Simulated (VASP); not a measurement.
## KMgF3: single point with r2SCAN

Crystal: KMgF3.

```
K Mg F
1.0
     3.93446    0.00014   -0.00377
     0.00014    3.93508   -0.00051
    -0.00377   -0.00051    3.92700
K Mg F
1 1 3
Direct
  0.50363 0.45313 0.53045
  0.99498 0.94457 0.96711
  0.45879 0.99588 0.01726
  0.97523 0.46190 0.99006
  0.98187 0.98823 0.50960
```

The cell was built by a generator and needn't be a form met in nature.

| Property | Result |
| --- | --- |
| Program | VASP 6.6.1 |
| Task | single point |
| Functional | r2SCAN |
| Potentials or basis | VASP PAW PBE potentials, release 64 (K_sv, Mg, F) |
| Cutoff | 520 eV |
| k mesh | 5 × 5 × 5, shifted |
| Occupations | fermi-dirac, width 0.0156 eV |
| Spin | no spin polarisation |
| Dipole correction | no |
| Further INCAR settings | ALGO = Normal; EDIFF = 1e-06; NBANDS = 24 |

```
Pressure               : 5.6 GPa
Largest force          : 2.539 eV/Å
Band gap on the k mesh : 8.71 eV, indirect (least direct gap 9.00 eV)
```

Forces on the atoms (eV/Å):
```
K   -0.287  0.167 -0.538
Mg  -1.145  0.778  2.129
F    1.547 -0.528 -0.103
F   -0.001 -0.007  0.181
F   -0.114 -0.410 -1.670
```

Stress tensor (GPa, compression positive):
```
 5.72  0.30  1.34
 0.30  3.64 -0.79
 1.34 -0.79  7.51
```

Levels at points of the mesh, in eV from the valence-band top:
```
           k point  band 13  band 14  band 15  band 16  band 17  band 18  band 19  band 20
(0.00, 0.50, 0.00)    -0.88    -0.73    -0.52    -0.49    11.18    11.96    12.10    13.79
```

It took 5.2 min on 1 thread of Intel(R) Xeon(R) Platinum 8259CL CPU @ 2.50GHz (Skylake/Cascade Lake), on a shared host, peak memory 0.22 GiB.

Caveat: the PAW data sets were made with another functional, which shifts forces and pressure a little. r2SCAN opens gaps a little over a GGA but as a rule still falls short of measured ones.
